Question

An engineer wants the energy levels of boron arsenide, BAs, and has the calculated gaps below. All rows use semilocal functionals, in which the exchange-correlation energy at a point depends on the electron density there and, except in the two LDA rows, on its gradient. "Gap on mesh" is the distance from the highest filled to the lowest empty level anywhere on the mesh of electron wave vectors. "Direct gap on mesh" compares levels at the same wave vector.

ABINIT 10.8.3, plane-wave Kohn–Sham DFT with PAW datasets or norm-conserving (NC) pseudopotentials, for zinc-blende BAs with the same cell in every row (cubic edge 4.777 Å). All runs use a 10 × 10 × 10 k mesh and Fermi–Dirac occupations with a width of 0.05 eV, without spin polarisation or spin-orbit coupling.

```
functional           potentials  wave cutoff  gap on mesh (eV)  direct gap on mesh (eV)
       LDA     JTH-PAW-LDA-v2.0   408.171 eV             1.130                    3.251
       PBE     SPMS-NC-PBE-v1.0   925.187 eV             1.205                    3.299
    PBEsol     JTH-PAW-PBE-v2.0   408.171 eV             1.083                    3.239
    revPBE     JTH-PAW-PBE-v2.0   489.805 eV             1.201                    3.272
      BLYP     JTH-PAW-PBE-v2.0   408.171 eV             1.414                    3.373
      BP86  JTH-PAW-PBE-v2.0-sp   408.171 eV             1.234                    3.332
    LDA-PZ  JTH-PAW-LDA-v2.0-sp   408.171 eV             1.128                    3.285
      OLYP  JTH-PAW-PBE-v2.0-sp   408.171 eV             1.344                    3.323
      PW91     JTH-PAW-PBE-v2.0   408.171 eV             1.202                    3.290
     SOGGA  JTH-PAW-PBE-v2.0-sp   408.171 eV             1.014                    3.250
  rPW86PBE     JTH-PAW-PBE-v2.0   408.171 eV             1.330                    3.339
```

The engineer proposes two rules. First, the true gap should lie within the range of the rows. Second, one functional's levels can be turned into another's by moving all empty levels by one constant. Show where each rule fails, how the failure can be recognised, and why it arises.

Model answer

The first rule fails because the rows share an error. The gap on mesh runs from 1.014 to 1.414 eV, while recent measurements, as rough recalled values, lie between about 1.8 and 2 eV. Even the highest row is then too low by about 0.4 to 0.6 eV, roughly as much as the whole range or more. Spin-orbit coupling and zero-point motion are missing and the mesh may miss the exact minimum, but correcting any of these would lower the calculated gap further.

The limit of a very large crystal shows where a shared error comes from. Add one electron to it: the density changes by almost nothing at any point, so a semilocal potential hardly changes either. In exact theory the potential jumps by a constant when the first electron enters the empty band, and this jump is part of the true gap. The difference between calculated levels leaves it out in every row. Established theory makes this a main cause of gaps that are too small, though the table cannot say how much of the shortfall it explains.

The second rule can be tested without any measurement. PBEsol and BLYP were run with the same potentials and cutoff, and their gaps on mesh differ by 1.414 − 1.083 = 0.331 eV. If all empty levels moved by that amount, the direct gap of BLYP would follow from that of PBEsol:

3.239 eV + 0.331 eV = 3.570 eV

The calculation gives 3.373 eV, so the constant shift overshoots by about 0.2 eV.

The level lists of PBEsol and PW91, another pair with equal potentials and cutoff, show where the shift varies. Measured from the top of the filled levels, the lowest empty level is higher in PW91 by 0.05 eV at Γ, the centre of the zone, where the direct gap lies. At the next two mesh points towards the zone face at X the difference is 0.07 and 0.09 eV, and at the lowest empty level of all it is 0.12 eV. Towards the zone face at L the difference instead shrinks to 0.03 eV, and the next empty level at Γ is even lower in PW91, by 0.02 eV. The positions of the mesh points away from Γ were inferred from the order and degeneracy of the levels. In this material the lowest empty level is known to lie on the line from Γ to X, fairly near X.

The reason lies in how a gradient term acts on the potential. For weak gradients it adds to the energy

E = −A g ∫ |∇n|² / n^(4/3) dV

where n is the density, A a positive constant and g the net strength of the term. Its derivative with respect to n gives the change of potential, which at a point where ∇n = 0 is

v = 2 A g ∇²n / n^(4/3)

Two limiting places show the effect. In the middle of an open void the density has a minimum, ∇²n is positive, and a positive g raises the potential. For the same curvature the rise is larger where n is small. At a maximum of the density in a bond the sign is reversed and the potential falls.

In words, an electron placed in the void flattens the density and so gives up gradient energy. The same is expected on the slopes around the void. There the gradients are no longer weak, and what counts is the net strength of the term at those gradients, not its weak-gradient value g.

The highest filled states sit on bonds and atoms. In tetrahedral crystals the empty states near X reach far into the voids, whereas the lowest empty states of BAs at Γ are antibonding p states held closer to the atoms. A positive gradient term should therefore raise the states near X most. This fits the growing shift from PBEsol to PW91, whose exchange energy rises faster with the gradient. Orbital densities, which would test the reading, are not available for these runs.

The strength of exchange then offers a reason for the order of four of the rows. SOGGA, PBE, revPBE and rPW86PBE share the same correlation. At a reduced gradient s = |∇n| / (2(3π²)^(1/3) n^(4/3)) of 1, their formulas raise the exchange energy above the LDA value by roughly 11, 17, 19 and 22 per cent. The gap on mesh is lowest in SOGGA, practically equal in PBE and revPBE, and highest in rPW86PBE. The exchange formulas of PBE and revPBE start out alike and part clearly only at larger s, which fits their nearly equal gaps, though these two rows also differ in potentials and cutoff.

Correlation has a gradient term of the opposite sign, which is why a gradient functional need not open the gap. In the limit of weak gradients g is about zero in PBE, −0.03 in PBEsol and −0.10 in SOGGA. These two rows lie below both LDA rows, where g is zero by construction. A negative g lowers the potential in the middle of the voids, but only where the gradients are weak. On the slopes their slowly growing exchange is expected to be roughly cancelled by correlation, so the voids as a whole are hardly raised and the gap is not opened. Why it ends below LDA rather than close to it is not settled by these rows; the bond and core regions and the potentials may contribute. At stronger gradients the correlation term levels off sooner than the exchange term, which lets PBE end above LDA.

Remarks on the reasoning

The two failures are recognised in different ways. An error common to all rows cancels in every difference between them, so close agreement cannot reveal it; only a value from outside can. An uneven shift shows up inside the table, because the gap on mesh varies three times as much as the direct gap. Whether one constant would carry PBEsol to the measured levels is a separate question, and it needs a measured direct gap as well.

The weak-gradient limit alone fixes neither the ranking nor even the sign. rPW86PBE starts with the same negative g as SOGGA, yet its gap is 0.316 eV larger and lies 0.200 eV above LDA. The likely reason is that its exchange climbs much faster at moderate gradients. A functional should therefore be judged by its behaviour over the gradients that occur in the crystal.

Small differences also need care, since the potentials change between rows. The two LDA rows, nearly the same functional, agree within 0.002 eV in the gap on mesh but differ by 0.034 eV in the direct gap. The potentials marked sp, used in the second of them, keep the outermost d electrons of arsenic in a frozen core. PBEsol lies only 0.047 eV below LDA; SOGGA, 0.116 eV below, is the firmer example because of the size of the difference. The potentials of both were made with PBE, not with the functional of the run.

Exchange is not the whole story. BLYP and BP86 have the same exchange, yet BLYP has the larger gap by 0.180 eV. The two rows also differ in potentials, though that change hardly moved the gap on mesh of the LDA pair. The correlation in BLYP is expected to oppose the exchange gradient term less, and the high gap of OLYP, which shares this correlation, fits that reading without proving it.
